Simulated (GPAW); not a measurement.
Crystal: Ru.

```xyz
2
Lattice="2.7058 0.0000 0.0000 -1.3529 2.3433 0.0000 0.0000 0.0000 4.2819" Properties=species:S:1:pos:R:3 pbc="T T T"
Ru    1.3529    0.7811    3.2114
Ru    0.0000    1.5622    1.0705
```

```yaml
Program: GPAW 26.7.0
Task: relaxation of cell and atoms
Functional: PBEsol
Dispersion: D4
Potentials_or_basis: PAW data sets generated in the run's folder for this functional
Cutoff: 600 eV
Basis: pw
k_mesh: 8 × 8 × 5
Occupations: fermi-dirac, width 0.05 eV
Spin: no spin polarisation
```

At the start: pressure -10.8 GPa; volume 13.57 Å³/atom.

**Question.** How do energy, volume and symmetry change on relaxing?

**Answer.** Over 4 steps the energy falls by 14.3 meV/atom and the volume is 13.14 Å³/atom (-3.2 %); space group P6_3/mmc (No. 194, to 0.05 Å).

Step by step:
| step | energy change (eV) | largest force (eV/Å) | pressure (GPa) | volume (Å³) |
| --- | --- | --- | --- | --- |
| 1 | 0.0000 | 0.0000 | -10.75 | 27.15 |
| 2 | -0.0243 | 0.0000 | -4.53 | 26.62 |
| 3 | -0.0285 | 0.0000 | 0.22 | 26.26 |
| 4 | -0.0286 | 0.0000 | 0.00 | 26.28 |

Final structure:
```
Ru
1.0
     2.67748    0.00000    0.00000
    -1.33874    2.31876    0.00000
     0.00000    0.00000    4.23252
Ru
2
Direct
  0.66667 0.33333 0.75000
  0.33333 0.66667 0.25000
```

Caveat: later steps reuse the first step's grids; pairwise dispersion overbinds metals, which lowers pressure and volume.
